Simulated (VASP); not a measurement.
# SiC (Moissanite 3C) (F-43m) in VASP: notebook

Aim: see how the results for SiC (Moissanite 3C) move with the level of theory and the settings. Levels: PW91, r2SCAN, SCAN, optB88-vdW. Tasks: relaxation of cell and atoms.

Everything below comes from runs of VASP 6.6.1. Logs are shortened: lines on timing, memory, paths and dates and some standing lists are left out, and cuts for length are marked.

## Step 1: The crystal as given

The structure is cubic, space group F-43m (No. 216). The conventional cell has a = 4.358 Å, b = 4.358 Å, c = 4.358 Å, α = 90.00°, β = 90.00°, γ = 90.00°. Around Si (site symmetry -43m) lie 4 C at 1.89 Å. C (site symmetry -43m) has 4 Si at 1.89 Å as nearest neighbours.

## Step 2: Relaxation of cell and atoms, PW91

Input file INCAR:

```
SYSTEM = SiC
PREC = Accurate ; ENCUT = 600
EDIFF = 1E-6 ; ISMEAR = -1
SIGMA = 0.05 ; LREAL = .FALSE.
LASPH = .TRUE. ; NELM = 60
ALGO = Normal ; ISIF = 3
LWAVE = .FALSE. ; LCHARG = .FALSE.
GGA = 91 ; IBRION = 2
NSW = 60 ; EDIFFG = -0.01
```

Input file KPOINTS:

```
regular mesh
0
G
  10 10 10
  0 0 0
```

Input file POSCAR:

```
SiC
1.0
    0.0000000000      2.1790000000      2.1790000000
    2.1790000000      0.0000000000      2.1790000000
    2.1790000000      2.1790000000      0.0000000000
Si C
1 1
Direct
    0.0000000000      0.0000000000      0.0000000000
    0.7500000000      0.7500000000      0.7500000000
```

Potentials or basis: VASP PAW PBE potentials, release 64 (Si, C).

The run is started by

```console
$ cat potpaw_PBE.64/Si/POTCAR potpaw_PBE.64/C/POTCAR > POTCAR
$ mpirun -np 1 vasp_std > vasp.out
```

OUTCAR:

```text
SYSTEM = SiC
   PREC = Accurate
   ENCUT = 600
   EDIFF = 1E-6
   ISMEAR = -1
   LREAL = .FALSE.
   LASPH = .TRUE.
   NELM = 60
   ISIF = 3
   GGA = 91
   IBRION = 2
   NSW = 60
   EDIFFG = -0.01

 ion  position               nearest neighbor table
   1  0.000  0.000  0.000-   2 1.89   2 1.89   2 1.89   2 1.89
   2  0.750  0.750  0.750-   1 1.89   1 1.89   1 1.89   1 1.89

  LATTYP: Found a face centered cubic cell.
 ALAT       =     4.3580000000

  Lattice vectors:

 A1 = (   0.0000000000,   2.1790000000,   2.1790000000)
 A2 = (   2.1790000000,   0.0000000000,   2.1790000000)
 A3 = (   2.1790000000,   2.1790000000,   0.0000000000)

Analysis of symmetry for initial positions (statically):
=====================================================================
 Subroutine PRICEL returns:
 Original cell was already a primitive cell.

 Routine SETGRP: Setting up the symmetry group for a
 face centered cubic supercell.

 Subroutine GETGRP returns: Found 24 space group operations
 (whereof 24 operations were pure point group operations)
 out of a pool of 48 trial point group operations.

The static configuration has the point symmetry T_d .

Analysis of symmetry for dynamics (positions and initial velocities):
=====================================================================
 Subroutine PRICEL returns:
 Original cell was already a primitive cell.

 Routine SETGRP: Setting up the symmetry group for a
 face centered cubic supercell.

 Subroutine GETGRP returns: Found 24 space group operations
 (whereof 24 operations were pure point group operations)
 out of a pool of 48 trial point group operations.

The dynamic configuration has the point symmetry T_d .

 Subroutine INISYM returns: Found 24 space group operations
 (whereof 24 operations are pure point group operations),
 and found     1 'primitive' translations

----------------------------------------------------------------------------------------

                                     Primitive cell

  volume of cell :      20.6920

  direct lattice vectors                    reciprocal lattice vectors
     0.000000000  2.179000000  2.179000000    -0.229463056  0.229463056  0.229463056
     2.179000000  0.000000000  2.179000000     0.229463056 -0.229463056  0.229463056
     2.179000000  2.179000000  0.000000000     0.229463056  0.229463056 -0.229463056

  length of vectors
     3.081571352  3.081571352  3.081571352     0.397441672  0.397441672  0.397441672

  position of ions in fractional coordinates (direct lattice)
     0.000000000  0.000000000  0.000000000
[... 97 lines left out ...]
     AMIX     =   0.40;   BMIX     =  1.00
     AMIX_MAG =   1.60;   BMIX_MAG =  1.00
  volume/ion in A,a.u.               =      10.35        69.82
  Fermi-wavevector in a.u.,A,eV,Ry     =   1.192626  2.253736 19.352338  1.422357
  Thomas-Fermi vector in A             =   2.328660
   LORBIT       =      0    0 simple, 1 ext, 2 COOP (PROOUT), +10 PAW based schemes
   GGA     = 91    functional components
   LHFCALC =     F    Hartree Fock is set to
   AEXX    =    0.0000 exact exchange contribution
   IVDW    =     0    specifies the selected vdW correction
   LEPSILON=     F    determine dielectric tensor
   LRPA    =     F    only Hartree local field effects (RPA)
 conjugate gradient relaxation of ions
 non-spin polarized calculation
  energy-cutoff  :      600.00
  volume of cell :       20.69
 maximum number of plane-waves:       701
 NGX is ok and might be reduce to    28
   NGX = 13   NGY = 13   NGZ = 13

--------------------------------------- Ionic step        1  -------------------------------------------

 number of electron       8.0000000 magnetization

 Free energy of the ion-electron system (eV)
  ---------------------------------------------------
  ext. energy  EPLUGINS =         0.00000000
  ---------------------------------------------------
  free energy    TOTEN  =       -15.07290656 eV

  energy without entropy =      -15.07290654  energy(sigma->0) =      -15.07290655

------------------------ aborting loop because EDIFF is reached ----------------------------------------

  FORCE on cell =-STRESS in cart. coord.  units (eV):
  Direction    XX          YY          ZZ          XY          YZ          ZX
  --------------------------------------------------------------------------------------
  -------------------------------------------------------------------------------------
  Total        0.4172200      0.4172200      0.4172200      0.0000000      0.0000000      0.0000000
  in kB       32.3053191     32.3053191     32.3053191      0.0000000      0.0000000      0.0000000
  external PRESSURE =      32.3053191 kB  Pullay stress =       0.0000000 kB
[... 59 lines left out ...]
--------------------------------------- Ionic step        3  -------------------------------------------

 number of electron       8.0000000 magnetization

 Free energy of the ion-electron system (eV)
  ---------------------------------------------------
  ext. energy  EPLUGINS =         0.00000000
  ---------------------------------------------------
  free energy    TOTEN  =       -15.07595300 eV

  energy without entropy =      -15.07595299  energy(sigma->0) =      -15.07595300

 E-fermi :   8.6216     XC(G=0): -11.2992

 val. band max:        7.8990673645   @ k =   0.0000   0.0000   0.0000
 cond. band min:       9.3062853599   @ k =   0.5000   0.5000   0.0000
 fundamental gap:      1.4072179954
 Fermi energy:         8.6215708778

 k-point     1 :       0.0000    0.0000    0.0000
  band No.  band energies     occupation
      1      -7.3632      2.00000
      2       7.8991      2.00000
      3       7.8991      2.00000
      4       7.8991      2.00000
      5      13.9763      0.00000
      6      15.1099      0.00000
      7      15.1099      0.00000
      8      15.1099      0.00000
[... 243 lines left out ...]
 k-point    24 :       0.4000    0.3000    0.0000
  band No.  band energies     occupation
      1      -4.2653      2.00000
      2       2.3478      2.00000
      3       4.7859      2.00000
      4       5.3032      2.00000
      5      10.7883      0.00000
      6      13.4830      0.00000
      7      19.3585      0.00000
      8      19.6894      0.00000

 [... further k-points ...]

------------------------ aborting loop because EDIFF is reached ----------------------------------------

  FORCE on cell =-STRESS in cart. coord.  units (eV):
  Direction    XX          YY          ZZ          XY          YZ          ZX
  --------------------------------------------------------------------------------------
  -------------------------------------------------------------------------------------
  Total        0.0007260      0.0007260      0.0007260      0.0000000     -0.0000000     -0.0000000
  in kB        0.0553910      0.0553910      0.0553910      0.0000000     -0.0000000     -0.0000000
  external PRESSURE =       0.0553910 kB  Pullay stress =       0.0000000 kB
[... 17 lines left out ...]
  FREE ENERGIE OF THE ION-ELECTRON SYSTEM (eV)
  ---------------------------------------------------
  free  energy   TOTEN  =       -15.0759530014 eV

  energy  without entropy=      -15.0759529908  energy(sigma->0) =      -15.07595300

 reached required accuracy - stopping structural energy minimisation
```

CONTCAR:

```text
SiC
   1.00000000000000
     0.0000000000000000    2.1897442776350902    2.1897442776350902
     2.1897442776350902    0.0000000000000000    2.1897442776350902
     2.1897442776350902    2.1897442776350902    0.0000000000000000
  Si              C
     1     1
Direct
     0.0000000000000000    0.0000000000000000    0.0000000000000000
     0.7500000000000000    0.7500000000000000    0.7500000000000000

  0.00000000E+00  0.00000000E+00  0.00000000E+00
  0.00000000E+00  0.00000000E+00  0.00000000E+00
```

Run time: 12 s. Hardware: 1 thread of Intel Xeon 6975P-C (Granite Rapids), shared host; peak memory 0.15 GiB.

What came out:

| Item | Value |
| --- | --- |
| Free energy | -15.0760 eV |
| Relaxed volume | 10.50 Å³/atom |
| Relaxed cell | a = 3.097 Å, b = 3.097 Å, c = 3.097 Å, α = 60.00°, β = 60.00°, γ = 60.00° |
| Space group after relaxing (to 0.05 Å) | F-43m (No. 216) |
| Energy gained by relaxing | 1.5 meV/atom |
| Ionic steps | 3 |
| Pressure after relaxing | 0.0 GPa |
| Band gap on the k mesh | 1.41 eV, indirect (least direct gap 4.56 eV) |

Step by step:
```csv
step,energy change (eV),largest force (eV/Å),pressure (GPa),volume (Å³)
1,0.0000,0.0000,3.23,20.69
2,0.0002,0.0000,-3.14,21.32
3,-0.0030,0.0000,0.01,21.00
```

Final structure:
```cif
data_structure
_symmetry_space_group_name_H-M 'P 1'
_symmetry_Int_Tables_number 1
_cell_length_a 3.0968
_cell_length_b 3.0968
_cell_length_c 3.0968
_cell_angle_alpha 60.000
_cell_angle_beta 60.000
_cell_angle_gamma 60.000
_cell_volume 21.00
loop_
_atom_site_label
_atom_site_type_symbol
_atom_site_fract_x
_atom_site_fract_y
_atom_site_fract_z
_atom_site_occupancy
Si1 Si 0.00000 0.00000 0.00000 1
C1 C 0.75000 0.75000 0.75000 1
```

Caveat: the PAW data sets were made with another functional, which shifts forces and pressure a little.

[end of part 1 of 2]
